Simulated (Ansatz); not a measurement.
# GaAs (Fm-3m) in Ansatz: reference runs

Aim: a first look at GaAs with PBE, on the cell as given.

Everything below comes from runs of Ansatz 0.2.0. Logs are shortened: lines on timing, memory, paths and dates and some standing lists are left out, and cuts for length are marked.

### Step 1. Starting point

It takes space group Fm-3m (No. 225, cubic). The conventional cell has a = 5.392 Å, b = 5.392 Å, c = 5.392 Å, α = 90.00°, β = 90.00°, γ = 90.00°. Ga (site symmetry m-3m) is surrounded by 6 As at 2.70 Å. As (site symmetry m-3m) is surrounded by 6 Ga at 2.70 Å.

The cell was built by a generator and needn't be a form met in nature.

### Step 2. Single point, PBE

Input file input.yaml:

```yaml
crystal:
  lattice:
    - [0.0, 2.69589, 2.69589]
    - [2.69589, 0.0, 2.69589]
    - [2.69589, 2.69589, 0.0]
  atoms:
    - { symbol: Ga, position: [0.0, 0.0, 0.0] }
    - { symbol: As, position: [0.5, 0.5, 0.5] }
kpoints:
  mp_grid: { grid: [9, 9, 9] }
scf:
  occupations: { method: fermi_dirac, width: 0.05 }
hamiltonian:
  xc: pbe
  pseudopotentials: { kind: all_electron, lapw: { basis_error: 0.001 } }
output:
  forces: true
  stress: true
  eigenvalues: true
  populations: true
```

Potentials or basis: all-electron LAPW, scalar-relativistic.

Started as:

```bash
$ ansatz run input.yaml --threads 1 --pin off --max-ram 3072MiB --backend cpu --events-out ev --progress --plain --runs-dir out
```

Standard output:

```text
Warning: RAYON_NUM_THREADS=1 ignored (pool sized by the plan → 1); use --threads N
Ga: projections on atomic orbitals take those of the free atom 1s2 2s2 2p6 3s2 3p6 3d10 4s2 4p1, of charge +0.00 (hamiltonian.pseudopotentials.projection_atoms)
As: projections on atomic orbitals take those of the free atom 1s2 2s2 2p6 3s2 3p6 3d10 4s2 4p3, of charge +0.00 (hamiltonian.pseudopotentials.projection_atoms)
LAPW: plane waves up to 8.044 Å⁻¹, error target 1.0e-3 eV per atom; small_component_spin mean_spin; Ga in spheres of 1.364 Å, 21 of its electrons in bands, Dirac shells []; As in spheres of 1.332 Å, 23 of its electrons in bands, Dirac shells [] (how accurate: hamiltonian.pseudopotentials.lapw.basis_error, Limitations)
Engine: ansatz 0.2.0, aarch64-unknown-linux-gnu
Pseudopotentials: kind: all_electron
Pseudopotential: Ga, LAPW, valence charge 21, lapw/all_electron/scalar/gaussian/Ga, Koelling and Harmon's equation, gaussian nucleus
Pseudopotential: As, LAPW, valence charge 23, lapw/all_electron/scalar/gaussian/As, Koelling and Harmon's equation, gaussian nucleus
Functional definition: PBE
  parameter kappa = 0.804
  parameter beta = 0.06672455060314922
  exchange = pbe_x(kappa = kappa, mu = beta*pi^2/3)
  correlation = pbe_c(beta = beta)
Crystal: 2 atoms, lattice volume = 39.187 Å³
Basis set: ecut = 246.5565318900217 eV, 331 PW (Γ), exchange–correlation at level 2
Bands: 27, of which v1, the nominal top of the filled ones, is band 22 counted from 1 (21 counted from 0)
Symmetry: 48 space group operations
Space group: Fm-3m (ITA 225), of the structure as read, at distance tolerance 3.4e-5 Å
k-points: 35 of 729
Non-local potential: Ga, projectors of the file, none
Non-local potential: As, projectors of the file, none
Initial density: superposition of atomic densities (chi_scale 0.1, normalization cell, long waves kept (reshape's long-wave potential 0.00 eV rms))
Initial wavefunctions: plane waves of lowest kinetic energy (no species holds an atomic orbital)
Functional: x = pbe(κ = 0.804, μ = 0.2195149727645171), c = pbe(β = 0.06672455060314922)
iter 1 solved again at ethr=4.59e-4 eV; its pass at ethr=1.00e-1 eV (dr2=2.02e-1 eV) is discarded
SCF iter   1: F=—  HF=-114423.915737 eV  |F-HF|=—  |Δ(HF+E_count)|=         —  Δρ=1.86e-2  dr2=2.02e-1  ethr=4.59e-4  ⟨swp⟩=2.5  Hψ=6033  notcnv=0
preconditioner: auto → Kerker (q_TF=auto, 2.781 Å⁻¹)  [metal: Δε(μ)=0.040 eV  Ē_g=15.736 eV  σ=0.050 eV  W_gap=0.19  n_scr=14 (ndim 8)  ℏωp=25.2 eV  f_vac=0.003  D(μ)=1.07/eV (n_scr^D=8)]
SCF iter   2: F=—  HF=-114423.839009 eV  |F-HF|=—  |Δ(HF+E_count)|=   7.67e-2  Δρ=9.93e-3  dr2=5.37e-2  ethr=4.59e-4  ⟨swp⟩=2.0  Hψ=2905  notcnv=0
SCF iter   3: F=—  HF=-114423.833297 eV  |F-HF|=—  |Δ(HF+E_count)|=   5.71e-3  Δρ=6.59e-3  dr2=2.59e-2  ethr=1.22e-4  ⟨swp⟩=2.0  Hψ=2740  notcnv=0
SCF iter   4: F=—  HF=-114423.829824 eV  |F-HF|=—  |Δ(HF+E_count)|=         —  Δρ=3.17e-3  dr2=5.84e-3  ethr=5.89e-5  ⟨swp⟩=2.0  Hψ=2764  notcnv=0
the basis was enlarged: its passes take 40.8 KiB over the memory plan, 1 of 1 planned eigensolver slots
iter 5 solved again at ethr=8.00e-7 eV; its pass at ethr=1.33e-5 eV (dr2=3.52e-4 eV) is discarded
SCF iter   5: F=—  HF=-114423.831482 eV  |F-HF|=—  |Δ(HF+E_count)|=   1.66e-3  Δρ=7.23e-4  dr2=3.53e-4  ethr=8.00e-7  ⟨swp⟩=2.0  Hψ=4707  notcnv=0
SCF iter   6: F=—  HF=-114423.831343 eV  |F-HF|=—  |Δ(HF+E_count)|=   1.39e-4  Δρ=4.09e-4  dr2=6.24e-5  ethr=8.00e-7  ⟨swp⟩=2.0  Hψ=2740  notcnv=0
SCF iter   7: F=—  HF=-114423.831364 eV  |F-HF|=—  |Δ(HF+E_count)|=   2.08e-5  Δρ=1.65e-4  dr2=9.74e-6  ethr=1.42e-7  ⟨swp⟩=2.9  Hψ=2804  notcnv=0
SCF iter   8: F=—  HF=-114423.831373 eV  |F-HF|=—  |Δ(HF+E_count)|=   9.35e-6  Δρ=3.30e-5  dr2=6.34e-7  ethr=2.21e-8  ⟨swp⟩=3.0  Hψ=2888  notcnv=0
SCF iter   9: F=-114423.831373 eV  HF=-114423.831373 eV  |F-HF|=1.24e-8  |Δ(HF+E_count)|=   1.41e-7  Δρ=1.16e-5  dr2=7.55e-8  ethr=1.44e-9  ⟨swp⟩=3.0  Hψ=2825  notcnv=0
SCF 1 converged in 9 iterations: F = -114423.831373 eV  dr2 = 7.55e-8
SCF converged after 9 iterations
Free energy (F): -114423.831373 eV
Harris-Foulkes:  -114423.831373 eV  (|F-HF|=1.24e-8)
Internal energy: -114423.820126 eV  (E = F + TS)
E sigma→0 (E₀):  -114423.825750 eV
Entropy (-TS):   -0.011247 eV (-5.624 meV/atom)
Fermi energy:    11.472208 eV
--- Per-component energies (eV) ---
  E_band       = -2031.127096
  E_kinetic    = 116836.420610
  E_xc         = -4341.538568
  E_electrostatic = -226918.702168  (all electrons and nuclei)
  E_smearing   = -0.011247  (= −TS)
  E_closure    = 0.000000  (closes the sum)
  E_atoms      = -114416.203472  (free atoms, spherical and without spin; not in F)
  Σ components = -114423.831373   (vs F -114423.831373, Δ=0.00e0)
  Basis errors (estimates in eV, not in F): energy 3.4e-4 per atom: plane waves 3.2e-4 (1.8e-4 summed), levels above the bands 3.4e-68, relativity 3.5e-8, radial functions 1.8e-5, core shells 4.6e-14; eigenvalues (radial functions only) 4.0e-6; not estimated: angular momenta, meshes, grids; target (lapw.basis_error) 1.0e-3; muffin-tin radii Ga 1.364 Å, As 1.332 Å
--- Forces (eV/Å), atoms counted from 1 ---
  atom   1  Ga    -0.00000000     0.00000000     0.00000000
  atom   2  As     0.00000000    -0.00000000     0.00000000
  max |Σ_I F_I| component: 5.72e-30 eV/Å
--- Stress (GPa, compression-positive) ---
        0.037131      -0.000000       0.000000
       -0.000000       0.037131       0.000000
        0.000000       0.000000       0.037131
  P = ⅓ Tr σ = 0.0371 GPa (0.371 kbar)
--- Band table (eV; the first three rows and the last of 35) ---
  k-point 0: bands = ["-173.4871", "-132.1622", "-116.8591", "-116.8591", "-116.8591", "-82.8945", "-82.8945", "-82.8945", "-23.8980", "-23.8980", "-23.8918", "-23.8918", "-23.8918", "-3.2725", "-3.2725", "-3.2551", "-3.2551", "-3.2551", "-1.6042", "11.3459", "11.5178", "11.5178", "11.5178", "18.8098", "18.8098", "18.8098", "19.0769"]
  k-point 1: bands = ["-173.4871", "-132.1622", "-116.8591", "-116.8591", "-116.8591", "-82.8945", "-82.8945", "-82.8945", "-23.8979", "-23.8979", "-23.8918", "-23.8917", "-23.8917", "-3.2755", "-3.2755", "-3.2555", "-3.2523", "-3.2523", "-1.4409", "9.4222", "11.5078", "11.5078", "13.0584", "17.9525", "17.9525", "17.9791", "19.1493"]
  k-point 2: bands = ["-173.4871", "-132.1622", "-116.8591", "-116.8591", "-116.8591", "-82.8945", "-82.8945", "-82.8945", "-23.8979", "-23.8979", "-23.8916", "-23.8911", "-23.8911", "-3.2845", "-3.2845", "-3.2572", "-3.2437", "-3.2437", "-0.9633", "7.3532", "11.5144", "11.5144", "13.9224", "16.4556", "16.4556", "17.0265", "19.5502"]
  k-point 34: bands = ["-173.4871", "-132.1622", "-116.8591", "-116.8591", "-116.8591", "-82.8945", "-82.8945", "-82.8945", "-23.8987", "-23.8971", "-23.8911", "-23.8904", "-23.8888", "-3.3901", "-3.2799", "-3.2520", "-3.2406", "-3.2132", "1.5336", "5.5846", "7.4600", "7.4785", "13.5351", "15.7137", "18.4667", "20.0242", "22.3342"]
--- Löwdin populations: 2 sites ---
  site symbol       q [e]
     0     Ga     31.0180
     1     As     32.9445
  spilling = 0.000587 (of n_electrons = 64.000000)
```

Wall time 9.9 s (1 thread of Arm Neoverse V1, shared host); peak memory 0.3 GiB.

What came out:

| Quantity | Value |
| --- | --- |
| Free energy | -114423.8314 eV |
| Pressure | 0.0 GPa |
| Band gap on the k mesh | none (metal or under the smearing width) |
